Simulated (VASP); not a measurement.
**GaSb: single point with r2SCAN**

**What was measured.**

A printed reference work, data compilation reports, for a bulk crystal of GaSb at 4.2 K: band gap 0.811 eV (direct).

Crystal: GaSb.

```xyz
2
Lattice="0.0000 3.0590 3.0590 3.0590 0.0000 3.0590 3.0590 3.0590 0.0000" Properties=species:S:1:pos:R:3 pbc="T T T"
Ga    0.0000    0.0000    0.0000
Sb    4.5885    4.5885    4.5885
```

```json
{"Program": "VASP 6.6.1", "Task": "single point", "Functional": "r2SCAN", "Potentials or basis": "VASP PAW PBE potentials, release 64 (Ga_d, Sb)", "Cutoff": "520 eV", "k mesh": "6 × 6 × 6", "Occupations": "gaussian, width 0.05 eV", "Spin": "no spin polarisation"}
```

The pressure is 0.5 GPa and the band gap on the k mesh is 0.45 eV, direct.

Levels at points of the mesh, in eV from the valence-band top:
| k point | band 5 | band 6 | band 7 | band 8 | band 9 | band 10 | band 11 | band 12 | band 13 | band 14 |
| --- | --- | --- | --- | --- | --- | --- | --- | --- | --- | --- |
| (0.00, 0.00, 0.00) | -15.45 | -11.93 | 0.00 | 0.00 | 0.00 | 0.45 | 2.98 | 2.98 | 2.98 | 6.35 |
| (0.50, 0.00, 0.00) | -15.45 | -10.21 | -6.58 | -1.21 | -1.21 | 0.68 | 4.01 | 4.01 | 6.92 | 9.98 |
| (0.50, 0.50, 0.00) | -15.45 | -9.32 | -7.05 | -2.70 | -2.70 | 1.12 | 1.48 | 9.26 | 9.26 | 10.79 |

Run time: 35 s on 1 thread of Intel(R) Xeon(R) Platinum 8488C (Sapphire Rapids), with other jobs on the host, peak memory 0.19 GiB.

A measured gap of GaSb is 0.811 eV (direct; 4.2 K; a printed reference work, data compilation); the calculated 0.45 eV misses it by -0.36 eV. Spin-orbit coupling on Ga, Sb is left out. The value is that of r2SCAN on a finite k mesh, which can miss the band edges, without temperature or zero-point motion.

Caveat: the PAW data sets were made with another functional, which shifts forces and pressure a little; spin-orbit coupling is left out, which moves the levels of the heavy elements.
